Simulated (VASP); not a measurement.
# Cu3Au (Auricupride) (Pm-3m) in VASP: settings compared

One crystal, Cu3Au (Auricupride), is run at these levels: PBE, RPBE, revPBE; tasks: single point, relaxation of cell and atoms.

Everything below comes from runs of VASP 6.6.1. Logs are shortened: lines on timing, memory, paths and dates and some standing lists are left out, and cuts for length are marked.

## (1) The structure

The structure is cubic, space group Pm-3m (No. 221). Conventional cell: a = 3.740 Å, b = 3.740 Å, c = 3.740 Å, α = 90.00°, β = 90.00°, γ = 90.00°. Au (site symmetry m-3m) has 12 Cu at 2.64 Å as nearest neighbours. Cu (site symmetry 4/mmm) is surrounded by 4 Au at 2.64 Å and 8 Cu at 2.64 Å.

## (2) Single point, PBE

File INCAR:

```
PREC = Accurate ; ENCUT = 520
EDIFF = 1E-7 ; ISMEAR = 0
SIGMA = 0.011 ; LREAL = F
LASPH = T ; NELM = 100
ALGO = Normal ; ISIF = 2
LWAVE = F ; LCHARG = T
GGA = PE ; LELF = T
LVHAR = T
```

File KPOINTS:

```
regular mesh
0
Gamma
  7 7 7
```

File POSCAR:

```
Cu3Au
1.0
    3.7400000000      0.0000000000      0.0000000000
    0.0000000000      3.7400000000      0.0000000000
    0.0000000000      0.0000000000      3.7400000000
Au Cu
1 3
Direct
    0.0000000000      0.0000000000      0.0000000000
    0.5000000000      0.5000000000      0.0000000000
    0.5000000000      0.0000000000      0.5000000000
    0.0000000000      0.5000000000      0.5000000000
```

Potentials or basis: VASP PAW PBE potentials, release 64 (Au, Cu).

The run is started by

```console
$ cat potpaw_PBE.64/Au/POTCAR potpaw_PBE.64/Cu/POTCAR > POTCAR
$ mpirun -np 1 vasp_std > vasp.out
```

OUTCAR:

```text
PREC = Accurate
   ENCUT = 520
   EDIFF = 1E-7
   ISMEAR = 0
   LREAL = F
   LASPH = T
   NELM = 100
   ISIF = 2
   GGA = PE

 ion  position               nearest neighbor table
   1  0.000  0.000  0.000-   2 2.64   3 2.64   4 2.64   3 2.64   4 2.64   2 2.64   4 2.64   4 2.64
                             2 2.64   3 2.64   3 2.64   2 2.64
   2  0.500  0.500  0.000-   1 2.64   3 2.64   4 2.64   3 2.64   4 2.64   1 2.64   3 2.64   3 2.64
                             1 2.64   4 2.64   4 2.64   1 2.64
   3  0.500  0.000  0.500-   1 2.64   2 2.64   4 2.64   1 2.64   2 2.64   2 2.64   4 2.64   2 2.64
                             1 2.64   4 2.64   1 2.64   4 2.64
   4  0.000  0.500  0.500-   1 2.64   2 2.64   3 2.64   1 2.64   2 2.64   1 2.64   3 2.64   1 2.64
                             2 2.64   3 2.64   2 2.64   3 2.64

  LATTYP: Found a simple cubic cell.
 ALAT       =     3.7400000000

  Lattice vectors:

 A1 = (   3.7400000000,   0.0000000000,   0.0000000000)
 A2 = (   0.0000000000,   3.7400000000,   0.0000000000)
 A3 = (   0.0000000000,   0.0000000000,   3.7400000000)

Analysis of symmetry for initial positions (statically):
=====================================================================
 Subroutine PRICEL returns:
 Original cell was already a primitive cell.

 Routine SETGRP: Setting up the symmetry group for a
 simple cubic supercell.

 Subroutine GETGRP returns: Found 48 space group operations
 (whereof 48 operations were pure point group operations)
 out of a pool of 48 trial point group operations.

The static configuration has the point symmetry O_h .

Analysis of symmetry for dynamics (positions and initial velocities):
=====================================================================
 Subroutine PRICEL returns:
 Original cell was already a primitive cell.

 Routine SETGRP: Setting up the symmetry group for a
 simple cubic supercell.

 Subroutine GETGRP returns: Found 48 space group operations
 (whereof 48 operations were pure point group operations)
 out of a pool of 48 trial point group operations.

The dynamic configuration has the point symmetry O_h .

 Subroutine INISYM returns: Found 48 space group operations
 (whereof 48 operations are pure point group operations),
 and found     1 'primitive' translations

----------------------------------------------------------------------------------------

                                     Primitive cell

  volume of cell :      52.3136

  direct lattice vectors                    reciprocal lattice vectors
     3.740000000  0.000000000  0.000000000     0.267379679  0.000000000  0.000000000
     0.000000000  3.740000000  0.000000000     0.000000000  0.267379679  0.000000000
     0.000000000  0.000000000  3.740000000     0.000000000  0.000000000  0.267379679

  length of vectors
     3.740000000  3.740000000  3.740000000     0.267379679  0.267379679  0.267379679

  position of ions in fractional coordinates (direct lattice)
     0.000000000  0.000000000  0.000000000
     0.500000000  0.500000000  0.000000000
     0.500000000  0.000000000  0.500000000
     0.000000000  0.500000000  0.500000000

  ion indices of the primitive-cell ions
   primitive index   ion index
                 1           1
                 2           2
                 3           3
                 4           4

----------------------------------------------------------------------------------------

 KPOINTS: regular mesh

Automatic generation of k-mesh.
 Grid dimensions read from file:
 generate k-points for:    7    7    7

 Generating k-lattice:

  Cartesian coordinates                     Fractional coordinates (reciprocal lattice)
     0.038197097  0.000000000  0.000000000     0.142857143  0.000000000  0.000000000
     0.000000000  0.038197097  0.000000000     0.000000000  0.142857143  0.000000000
     0.000000000  0.000000000  0.038197097     0.000000000  0.000000000  0.142857143

  Length of vectors
     0.038197097  0.038197097  0.038197097

  Shift w.r.t. Gamma in fractional coordinates (k-lattice)
     0.000000000  0.000000000  0.000000000

 Subroutine IBZKPT returns following result:
 ===========================================

 Found     20 irreducible k-points:

 Following reciprocal coordinates:
            Coordinates               Weight
  0.000000  0.000000  0.000000      1.000000
  0.142857  0.000000  0.000000      6.000000
  0.285714  0.000000  0.000000      6.000000
  0.428571  0.000000  0.000000      6.000000
  0.142857  0.142857  0.000000     12.000000
  0.285714  0.142857  0.000000     24.000000
[... 12 lines left out ...]
  0.428571  0.428571  0.285714     24.000000
  0.428571  0.428571  0.428571      8.000000
   k-points           NKPTS =     20   k-points in BZ     NKDIM =     20   number of bands    NBANDS=     26
   number of dos      NEDOS =    301   number of ions     NIONS =      4
   total plane-waves  NPLWV =  21952
   dimension x,y,z NGX =    28 NGY =   28 NGZ =   28
   dimension x,y,z NGXF=    56 NGYF=   56 NGZF=   56
   ions per type =               1   3
   NGX,Y,Z   is equivalent  to a cutoff of  12.45, 12.45, 12.45 a.u.
   NGXF,Y,Z  is equivalent  to a cutoff of  24.89, 24.89, 24.89 a.u.
 SYSTEM =  unknown system
   PREC   = accura    normal or accurate (medium, high low for compatibility)
   ISTART =      0    job   : 0-new  1-cont  2-samecut
   ICHARG =      2    charge: 1-file 2-atom 10-const
   ISPIN  =      1    spin polarized calculation?
   LNONCOLLINEAR =      F non collinear calculations
   LSORBIT =      F    spin-orbit coupling
   LASPH  =      T    aspherical Exc in radial PAW
   ENCUT  =  520.0 eV  38.22 Ry    6.18 a.u.   6.95  6.95  6.95*2*pi/ulx,y,z
   NELM   =    100;   NELMIN=  2; NELMDL= -5     # of ELM steps
   EDIFF  = 0.1E-06   stopping-criterion for ELM
   LREAL  =      F    real-space projection
   EDIFFG = 0.1E-05   stopping-criterion for IOM
   NSW    =      0    number of steps for IOM
   IBRION =     -1    ionic relax: 0-MD 1-quasi-New 2-CG
   NFREE  =      0    steps in history (QN), initial steepest desc. (CG)
   ISIF   =      2    stress and relaxation
   ISYM   =      2    0-nonsym 1-usesym 2-fastsym
   POTIM  = 0.5000    time-step for ionic-motion
   TEBEG  =    0.0;   TEEND  =   0.0 temperature during run
   PSTRESS=    0.0 pullay stress
   NELECT =      44.0000    total number of electrons
   NUPDOWN=      -1.0000    fix difference up-down
   EMIN   =  10.00;   EMAX   =-10.00  energy-range for DOS
   EFERMI =   0.00;   METHOD = LEGACY
   ISMEAR =     0;   SIGMA  =   0.01  broadening in eV -4-tet -1-fermi 0-gaus
   EFERMI_NEDOS =   21; number of points for ismear=-14 and -15
   IALGO  =     38    algorithm
   IMIX   =      4    mixing-type and parameters
     AMIX     =   0.40;   BMIX     =  1.00
     AMIX_MAG =   1.60;   BMIX_MAG =  1.00
  volume/ion in A,a.u.               =      13.08        88.26
  Fermi-wavevector in a.u.,A,eV,Ry     =   1.545328  2.920247 32.491255  2.388040
  Thomas-Fermi vector in A             =   2.650723
   LORBIT       =      0    0 simple, 1 ext, 2 COOP (PROOUT), +10 PAW based schemes
   GGA     = PE    functional components
   LHFCALC =     F    Hartree Fock is set to
   AEXX    =    0.0000 exact exchange contribution
   IVDW    =     0    specifies the selected vdW correction
   LEPSILON=     F    determine dielectric tensor
   LRPA    =     F    only Hartree local field effects (RPA)
 non-spin polarized calculation
 Gauss-broadening in eV      SIGMA  =   0.01
  energy-cutoff  :      520.00
  volume of cell :       52.31
 maximum number of plane-waves:      1422
 NGX is ok and might be reduce to    28
   NGX = 13   NGY = 13   NGZ = 13

 number of electron      44.0000060 magnetization

 Free energy of the ion-electron system (eV)
  ---------------------------------------------------
  ext. energy  EPLUGINS =         0.00000000
  ---------------------------------------------------
  free energy    TOTEN  =       -14.55373747 eV

  energy without entropy =      -14.55329259  energy(sigma->0) =      -14.55351503

 E-fermi :   8.2683     XC(G=0): -12.7368

 val. band max:        8.2622974424   @ k =   0.4286   0.4286   0.0000
 cond. band min:       8.2807856949   @ k =   0.2857   0.2857   0.0000
 fundamental gap:      0.0184882525
 Fermi energy:         8.2682747523

 k-point     1 :       0.0000    0.0000    0.0000
  band No.  band energies     occupation
      1      -1.3348      2.00000
      2       1.9273      2.00000
      3       1.9273      2.00000
      4       2.7601      2.00000
      5       2.7601      2.00000
      6       2.7601      2.00000
[... 18 lines left out ...]
     25      14.3823      0.00000
     26      15.9546      0.00000

 k-point     2 :       0.1429    0.0000    0.0000
  band No.  band energies     occupation
      1      -1.0889      2.00000
      2       2.0183      2.00000
      3       2.0429      2.00000
      4       2.8100      2.00000
      5       2.8199      2.00000
      6       2.8199      2.00000
[... 18 lines left out ...]
     25      14.8417      0.00000
     26      15.8712      0.00000

 k-point     3 :       0.2857    0.0000    0.0000
  band No.  band energies     occupation
      1      -0.3891      2.00000
      2       2.2414      2.00000
      3       2.2612      2.00000
      4       2.9331      2.00000
      5       2.9813      2.00000
      6       2.9813      2.00000
[... 18 lines left out ...]
     25      15.2217      0.00000
     26      15.6617      0.00000

 k-point     4 :       0.4286    0.0000    0.0000
  band No.  band energies     occupation
      1       0.5565      2.00000
      2       2.1108      2.00000
      3       2.4442      2.00000
      4       3.0470      2.00000
      5       3.1561      2.00000
      6       3.1561      2.00000
[... 18 lines left out ...]
     25      15.4749      0.00000
     26      15.6335      0.00000
[... 380 lines left out ...]
      1       1.7436      2.00000
      2       2.2286      2.00000
      3       2.3639      2.00000
      4       3.1074      2.00000
      5       3.3231      2.00000
      6       3.8200      2.00000
[... 18 lines left out ...]
     25      12.1319      0.00000
     26      12.9495      0.00000

 k-point    19 :       0.4286    0.4286    0.2857
  band No.  band energies     occupation
      1       1.9012      2.00000
      2       2.1619      2.00000
      3       2.2277      2.00000
      4       2.9863      2.00000
      5       3.5912      2.00000
      6       3.9477      2.00000
[... 18 lines left out ...]
     25      12.2520      0.00000
     26      13.3799      0.00000

 k-point    20 :       0.4286    0.4286    0.4286
  band No.  band energies     occupation
      1       1.8943      2.00000
      2       1.9680      2.00000
      3       1.9680      2.00000
      4       3.0194      2.00000
      5       3.8598      2.00000
      6       3.8598      2.00000
[... 18 lines left out ...]
     25      11.3239      0.00000
     26      12.7188      0.00000

------------------------ aborting loop because EDIFF is reached ----------------------------------------

  FORCE on cell =-STRESS in cart. coord.  units (eV):
  Direction    XX          YY          ZZ          XY          YZ          ZX
  --------------------------------------------------------------------------------------
  -------------------------------------------------------------------------------------
  Total        1.7235419      1.7235419      1.7235419      0.0000000      0.0000000      0.0000000
  in kB       52.7858636     52.7858636     52.7858636      0.0000000      0.0000000      0.0000000
  external PRESSURE =      52.7858636 kB  Pullay stress =       0.0000000 kB

 VOLUME and BASIS-vectors are now :
 -----------------------------------------------------------------------------
  energy-cutoff  :      520.00
  volume of cell :       52.31
      direct lattice vectors                 reciprocal lattice vectors
     3.740000000  0.000000000  0.000000000     0.267379679  0.000000000  0.000000000
     0.000000000  3.740000000  0.000000000     0.000000000  0.267379679  0.000000000
     0.000000000  0.000000000  3.740000000     0.000000000  0.000000000  0.267379679

 POSITION                                       TOTAL-FORCE (eV/Angst)
 -----------------------------------------------------------------------------------
      0.00000      0.00000      0.00000         0.000000      0.000000      0.000000
      1.87000      1.87000      0.00000         0.000000      0.000000      0.000000
      1.87000      0.00000      1.87000         0.000000      0.000000      0.000000
      0.00000      1.87000      1.87000         0.000000      0.000000      0.000000
 -----------------------------------------------------------------------------------
    total drift:                                0.000000      0.000000      0.000000

  FREE ENERGIE OF THE ION-ELECTRON SYSTEM (eV)
  ---------------------------------------------------
  free  energy   TOTEN  =       -14.5537374670 eV

  energy  without entropy=      -14.5532925908  energy(sigma->0) =      -14.55351503
```

Run time: 34 s. Hardware: 1 thread of Intel Xeon Platinum 8375C at 2.90GHz (Ice Lake), shared host; peak memory 0.17 GiB.

Results:

* Free energy: -14.5537 eV
* Pressure: 5.3 GPa
* Band gap on the k mesh: none (metal or under the smearing width)

Spin-orbit coupling is left out, which matters for the levels of Au.

## (3) Relaxation of cell and atoms, RPBE

File INCAR:

```
ALGO = Normal ; EDIFF = 1E-6
EDIFFG = -0.01 ; ENCUT = 600
GGA = RP ; IBRION = 2
ISIF = 3 ; ISMEAR = -1
LASPH = T ; LCHARG = F
LREAL = F ; LWAVE = F
NELM = 100 ; NSW = 40
PREC = Accurate ; SIGMA = 0.05
```

File KPOINTS:

```
k-points
0
Gamma
  7 7 7
```

POSCAR is that of step 2.

Potentials or basis: VASP PAW PBE potentials, release 64 (Au, Cu).

The run is started by

```console
$ cat potpaw_PBE.64/Au/POTCAR potpaw_PBE.64/Cu/POTCAR > POTCAR
$ mpirun -np 1 vasp_std > vasp.out
```

Run time: 90 s. Hardware: 1 thread of Intel Xeon Platinum 8375C at 2.90GHz (Ice Lake), shared host; peak memory 0.19 GiB.

The run converged. Its results:

```
Free energy                            : -12.5972 eV
Relaxed volume                         : 13.98 Å³/atom
Relaxed cell                           : a = 3.824 Å, b = 3.824 Å, c = 3.824 Å, α = 90.00°, β = 90.00°, γ = 90.00°
Space group after relaxing (to 0.05 Å) : Pm-3m (No. 221)
Energy gained by relaxing              : 26.3 meV/atom
Ionic steps                            : 3
Pressure after relaxing                : 0.0 GPa
Band gap on the k mesh                 : none (metal or under the smearing width)
```

The path:
```csv
step,energy change (eV),largest force (eV/Å),pressure (GPa),volume (Å³)
1,0.0000,0.0000,10.06,52.31
2,-0.0554,0.0000,-5.06,58.78
3,-0.1051,0.0000,0.01,55.92
```

Final structure:
```
Au Cu
1.0
     3.82414    0.00000    0.00000
     0.00000    3.82414    0.00000
     0.00000    0.00000    3.82414
Au Cu
1 3
Cartesian
  0.0000 0.0000 0.0000
  1.9121 1.9121 0.0000
  1.9121 0.0000 1.9121
  0.0000 1.9121 1.9121
```

Levels at points of the mesh, in eV from the Fermi level:
```csv
k point,band 18,band 19,band 20,band 21,band 22,band 23,band 24,band 25,band 26
"(0.00, 0.00, 0.00)",-1.39,-1.29,-1.29,-1.29,1.45,1.45,1.45,5.68,7.17
```

Caveat: the PAW data sets were made with another functional, which shifts forces and pressure a little. Spin-orbit coupling is left out, which matters for the levels of Au.

## (4) Relaxation of cell and atoms, revPBE

File INCAR:

```
SYSTEM = Cu3Au
PREC = Accurate
ENCUT = 600
EDIFF = 1E-6
ISMEAR = -1
SIGMA = 0.05
LREAL = .False.
LASPH = .True.
NELM = 80
ALGO = Fast
ISIF = 3
LWAVE = .False.
LCHARG = .False.
GGA = RE
IBRION = 2
NSW = 40
EDIFFG = -0.005
```

File KPOINTS:

```
regular mesh
0
Gamma
  7 7 7
  0 0 0
```

POSCAR is that of step 3.

The run is started by

```console
$ cat potpaw_PBE.64/Au/POTCAR potpaw_PBE.64/Cu/POTCAR > POTCAR
$ mpirun -np 1 vasp_std > vasp.out
```

It took 5.1 min on 1 thread of Intel Xeon Platinum 8375C at 2.90GHz (Ice Lake), shared host; peak memory 0.19 GiB.

It converged, with:

```yaml
Free_energy: -12.9848 eV
Relaxed_volume: 13.85 Å³/atom
Relaxed_cell: a = 3.812 Å, b = 3.812 Å, c = 3.812 Å, α = 90.00°, β = 90.00°, γ = 90.00°
Space_group_after_relaxing_to_0.05_Å: Pm-3m (No. 221)
Energy_gained_by_relaxing: 19.8 meV/atom
Ionic_steps: 16
Pressure_after_relaxing: 0.0 GPa
Band_gap_on_the_k_mesh: none (metal or under the smearing width)
```

Step by step:
| step | energy change (eV) | largest force (eV/Å) | pressure (GPa) | volume (Å³) |
| --- | --- | --- | --- | --- |
| 1 | 0.0000 | 0.0000 | 9.59 | 52.31 |
| 2 | -0.0196 | 0.0000 | -6.18 | 58.46 |
| 3 | -0.0790 | 0.0000 | 0.15 | 55.38 |
| 4 | -0.0791 | 0.0000 | -0.18 | 55.44 |
| 5 | -0.0790 | 0.0000 | 0.51 | 55.33 |
| 6 | -0.0791 | 0.0000 | -0.13 | 55.40 |
| 7 | -0.0791 | 0.0000 | -0.08 | 55.38 |
| 8 | -0.0790 | 0.0000 | -0.17 | 55.36 |
| 9 | -0.0790 | 0.0000 | -0.14 | 55.35 |
| 10 | -0.0790 | 0.0000 | 0.30 | 55.34 |
| 11 | -0.0790 | 0.0000 | 0.12 | 55.34 |
| 12 | -0.0791 | 0.0000 | -0.16 | 55.42 |
| 13 | -0.0791 | 0.0000 | -0.13 | 55.40 |
| 14 | -0.0790 | 0.0000 | 0.12 | 55.37 |
| 15 | -0.0791 | 0.0000 | 0.32 | 55.39 |
| 16 | -0.0791 | 0.0000 | -0.03 | 55.40 |

Final structure:
```xyz
4
Lattice="3.8122 0.0000 0.0000 0.0000 3.8122 0.0000 0.0000 0.0000 3.8122" Properties=species:S:1:pos:R:3 pbc="T T T"
Au    0.0000    0.0000    0.0000
Cu    1.9061    1.9061    3.8122
Cu    1.9061    0.0000    1.9061
Cu    0.0000    1.9061    1.9061
```

Levels at points of the mesh, in eV from the Fermi level:
| k point | band 20 | band 21 | band 22 | band 23 | band 24 | band 25 |
| --- | --- | --- | --- | --- | --- | --- |
| (0.00, 0.00, 0.00) | -1.30 | -1.30 | 1.43 | 1.43 | 1.43 | 5.74 |

Caveat: the PAW data sets were made with another functional, which shifts forces and pressure a little.

## (5) The runs side by side

```csv
task,level,cell,cutoff (eV),smearing,gap on the mesh (eV),pressure (GPa),relaxed volume (Å³/atom)
single point,PBE,as given,520,gaussian 0.011 eV,none,5.3,-
relaxation of cell and atoms,RPBE,relaxed,600,fermi-dirac 0.05 eV,none,0.0,13.98
relaxation of cell and atoms,revPBE,relaxed,600,fermi-dirac 0.05 eV,none,0.0,13.85
```

Alike in all rows: potentials or basis VASP PAW PBE potentials, release 64 (Au, Cu); no spin polarisation; k mesh 7 × 7 × 7.

Caveats: the PAW data sets were made with another functional, which shifts forces and pressure a little (some runs).

Total energies depend on the potentials used, so only differences within one code and one set of settings carry meaning.
